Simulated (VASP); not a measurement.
A run of VASP 6.6.1 is set up as follows.

The input INCAR:

```
SYSTEM = H21ClO10
  PREC = Accurate
  ENCUT = 520
  EDIFF = 1E-7
  ISMEAR = -1
  SIGMA = 0.02
  LREAL = Auto
  LASPH = .True.
  NELM = 60
  ALGO = Normal
  ISIF = 2
  LWAVE = .False.
  LCHARG = .False.
  GGA = PE
  NBANDS = 66
```

File KPOINTS:

```
Automatic mesh
0
Gamma
  1 1 1
  0 0 0
```

The input POSCAR:

```
H21ClO10
1.0
    7.0540040000      0.0000000000      0.0000000000
    0.0000000000      7.0540040000      0.0000000000
    0.0000000000      0.0000000000      7.0540040000
O H Cl
10 21 1
Direct
    0.9032175201      0.3433794480      0.1300396201
    0.5384176136      0.6164583972      0.1932235933
    0.1425289807      0.2678053486      0.6987804373
    0.2229655668      1.1366594065      0.3256731921
    0.2600650638      0.5898068671      0.9581366838
    0.5649840856      0.2720015469      0.7291319937
    0.8392963769      0.7760273456      0.1259001271
    0.8391404371      0.9614823014      0.7965972234
    0.6330588982      0.1281966951      0.3490783391
    0.8554432348      0.5885168197      0.7436060428
    0.8456048508      0.3368583290      0.0014601636
    0.7993332581      0.2924580139      0.2047489624
    0.6674081841      0.7051172639      0.1474623490
    0.4280547615      0.6030333978      0.0925148327
    0.1488374546      0.2429542144      0.5634105113
    0.0731782970      0.1606038216      0.7566199282
    0.1150268698      1.1552587722      0.2465550062
    0.2110857890      1.0063787886      0.3507795006
    0.2715337275      0.6752760560      0.8423442913
    0.2262119500      0.4721290206      0.8949527105
    0.4287352261      0.2901472696      0.7570735713
    0.5625599305      0.2478450537      0.5920892588
    0.8453213239      0.8530332560      0.0059115362
    0.9411534215      0.6901895718      0.1173801432
    0.7233763973      1.0379353343      0.7941163628
    0.8043375082      0.8539830712      0.7164725169
    0.6375102708      0.0165296192      0.4295291015
    0.4969092731      0.1417351053      0.3202436517
    0.7496735188      0.4971219183      0.7608444792
    0.9476461879      0.5251627303      0.6590016110
    0.4859651341      0.6638499213      0.3268356525
    0.3935211831      0.7644736238      0.5692228130
```

Potentials or basis: VASP PAW PBE potentials, release 64 (O, H, Cl).

Launch:

```bash
$ cat potpaw_PBE.64/O/POTCAR potpaw_PBE.64/H/POTCAR potpaw_PBE.64/Cl/POTCAR > POTCAR
$ mpirun -np 1 vasp_gam > vasp.out
```

(1) Predict the pressure.

(2) Predict the band gap on the k mesh.

(3) What does it give for the largest force?

Results:

(1) -0.1 GPa.

(2) 4.06 eV, direct.

(3) 2.473 eV/Å.
